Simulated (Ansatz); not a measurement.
Input for Ansatz (plane-wave DFT), MgH2:

```yaml
crystal:
  lattice:
    - [0.0, 2.3810671667, 2.3810671667]
    - [2.3810671667, 0.0, 2.3810671667]
    - [2.3810671667, 2.3810671667, 0.0]
  atoms:
    - { symbol: Mg, position: [0.0, 0.0, 0.0] }
    - { symbol: H, position: [0.75, 0.75, 0.75] }
    - { symbol: H, position: [0.25, 0.25, 0.25] }
basis:
  ecutwfc: 420
kpoints:
  mp_grid: { grid: [8, 8, 8] }
hamiltonian:
  xc: pw92
scf:
  occupations: { method: fermi_dirac, width: 0.54 }
output:
  forces: true
  stress: true
  eigenvalues: true
magnetization:
  spin_polarized: true
  initial_magnetization: 6.0
```

Command:

```bash
ansatz run input.yaml --threads 1 --pin off --max-ram 1331MiB --backend cpu --events-out ev --progress --plain --runs-dir out
```

From the log (HF is the Harris–Foulkes energy, dr2 the density residual in eV):

```text
band count auto-derived: 15 (N_el = 12.0; filled up to band 6; 13 by the electrons, moments and atoms)
Pseudopotential: Mg, paw, valence charge 10, recommended cutoff 420 eV (normal)
Pseudopotential: H, paw, valence charge 1, recommended cutoff 420 eV (normal)
Crystal: 3 atoms, lattice volume = 26.999 Å³
Basis set: ecut = 420 eV, 531 PW (Γ)
Bands: 15, of which v1, the nominal top of the filled ones, is band 6 counted from 1 (5 counted from 0)
Symmetry: 48 space group operations
Space group: Fm-3m (ITA 225), of the structure as read, at distance tolerance 3.0e-5 Å
k-points: 29 of 512
PAW frozen core: Mg, regenerated for the run's functional, and the local potential with it (the file was generated under x = pbe(κ = 0.804, μ = 0.2195), c = pbe(β = 0.0667))
Initial density: superposition of atomic densities
Starting moments: Σ|m| = 6 μB on 3 of 3 sites
SCF iter   1: HF=-1872.983603 eV  Δρ=1.97e-1 (↑1.97e-1 ↓6.98e-2) dr2=1.13e1  dr2_m=1.52e0  M=6.000 μB ∫|m|=6.000 μB
SCF iter   2: HF=-1925.781320 eV  Δρ=1.64e-1 (↑1.17e-1 ↓1.64e-1) dr2=4.41e-1  dr2_m=4.79e0  M=1.102 μB ∫|m|=1.102 μB
SCF iter   3: HF=-1930.474460 eV  Δρ=1.27e-1 (↑9.44e-2 ↓1.27e-1) dr2=5.91e-1  dr2_m=2.91e0  M=0.420 μB ∫|m|=0.426 μB
SCF iter   4: HF=-1931.843783 eV  Δρ=9.15e-2 (↑6.97e-2 ↓9.15e-2) dr2=3.22e-1  dr2_m=1.54e0  M=0.283 μB ∫|m|=0.288 μB
   ...
SCF iter  12: HF=-1933.306360 eV  Δρ=3.99e-6 (↑3.55e-6 ↓3.99e-6) dr2=3.94e-10  dr2_m=3.28e-9  M=-0.000 μB ∫|m|=0.000 μB
SCF iter  13: HF=-1933.306360 eV  Δρ=3.99e-7 (↑3.22e-7 ↓3.99e-7) dr2=2.50e-12  dr2_m=3.17e-11  M=-0.000 μB ∫|m|=0.000 μB
SCF iter  14: F=-1933.306360 eV  HF=-1933.306360 eV  Δρ=2.26e-8 (↑2.26e-8 ↓1.41e-8) dr2=5.79e-14  dr2_m=6.40e-14  M=-0.000 μB ∫|m|=0.000 μB
SCF 1 converged in 14 iterations: F = -1933.306360 eV  dr2 = 5.79e-14
WARN: the starting moments were not kept: the SCF closed with an absolute magnetisation of 2.9e-7 μB, where they sum to 6 μB in size (3 sites). That is at most 0.1 of that sum. Measured as dr2_m measures the in/out step, that magnetisation stands 1.6e-14 eV from none, at or under the dr2_threshold of 1.0e-7 eV: it is no larger than a step whose dr2_m would equal this threshold. The system may hold no moment …
SCF converged after 14 iterations
Magnetization: -0.0000 μB (6.0000 up, 6.0000 down)
Absolute magnetization: 0.0000 μB (∫|ρ↑−ρ↓|, with the PAW one-centre terms)
Per-site moments (μB) at R_I (Å): [(-1.0784e-8, 0.8506), (4.2776e-8, 0.8506), (4.2776e-8, 0.8506)]
Free energy (F): -1933.306360 eV
E sigma→0 (E₀):  -1933.173509 eV
Entropy (-TS):   -0.265702 eV (-88.567 meV/atom)
Fermi energy:    5.262830 eV
--- Forces (eV/Å), atoms counted from 1 ---
  atom   1  Mg    -0.00000000     0.00000000     0.00000000
  atom   2  H      0.00000000     0.00000000     0.00000000
  atom   3  H      0.00000000     0.00000000    -0.00000000
--- Stress (GPa, compression-positive) ---
       -3.037556       0.000000       0.000000
        0.000000      -3.037556      -0.000000
        0.000000       0.000000      -3.037556
  P = ⅓ Tr σ = -3.0376 GPa (-30.376 kbar)
```

The inputs are trials, many of them unsound on purpose. Their numbers show the effect of the settings and aren't properties of the material. The starting moments weren't kept.